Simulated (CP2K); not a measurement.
Runs of CP2K 2026.2 on Sn. It takes space group I4_1/amd (No. 141, tetragonal). Conventional cell: a = 5.880 Å, b = 5.880 Å, c = 3.199 Å, α = 90.00°, β = 90.00°, γ = 90.00°. Sn (site symmetry -4m2) has 6 Sn at 3.05 to 3.20 Å as nearest neighbours. 

```tsv
level	potentials or basis	smearing	EPS_DEFAULT	NGRIDS	basis sets	potentials	points a segment of the path (NPOINTS)	gap on the mesh (eV)	pressure (GPa)
TB-mBJ	POTENTIAL_UZH Sn GTH-PBE-q4; TZVP-MOLOPT-PBE-GTH basis	fermi-dirac 0.01 eV	1.0E-10	4	Sn TZVP-MOLOPT-PBE-GTH-q4	Sn GTH-PBE-q4 of POTENTIAL_UZH	10	none	-
r2SCAN	POTENTIAL_UZH Sn GTH-SCAN-q4; TZVP-MOLOPT-SCAN-GTH basis	fermi-dirac 0.05 eV	1.0E-9	4	Sn TZVP-MOLOPT-SCAN-GTH-q4	Sn GTH-SCAN-q4 of POTENTIAL_UZH	6	none	(a)
LDA	GTH_POTENTIALS Sn GTH-PADE-q4; TZVP-MOLOPT-PBE-GTH basis	fermi-dirac 0.0259 eV	1.0E-10	5	Sn TZVP-MOLOPT-PBE-GTH-q4	Sn GTH-PADE-q4 of GTH_POTENTIALS	6	none	-3.1
PBEsol	POTENTIAL_UZH Sn GTH-PBE-q4; TZVP-MOLOPT-PBE-GTH basis	fermi-dirac 0.05 eV	1.0E-9	5	Sn TZVP-MOLOPT-PBE-GTH-q4	Sn GTH-PBE-q4 of POTENTIAL_UZH	8	none	1.8
```

Alike in all rows: task band structure; no spin polarisation; cell as given; k mesh 9 × 9 × 9.

Task: Estimate the missing entries.

Result: (a) -3.5.

Caveats: spin-orbit coupling is left out, which moves the levels of the heavy elements; the basis of atomic orbitals isn't converged, which shifts pressures, moduli and gaps; the potentials were made for another functional, which shifts forces and pressure (some runs); this is a model potential without an energy functional, so only levels have meaning (some runs).

A k mesh can miss the band edges, and the runs leave out spin-orbit coupling on Sn.

A gap of «none» marks a metal or a gap under the smearing width.

Runs at the PBE level aren't shown here.
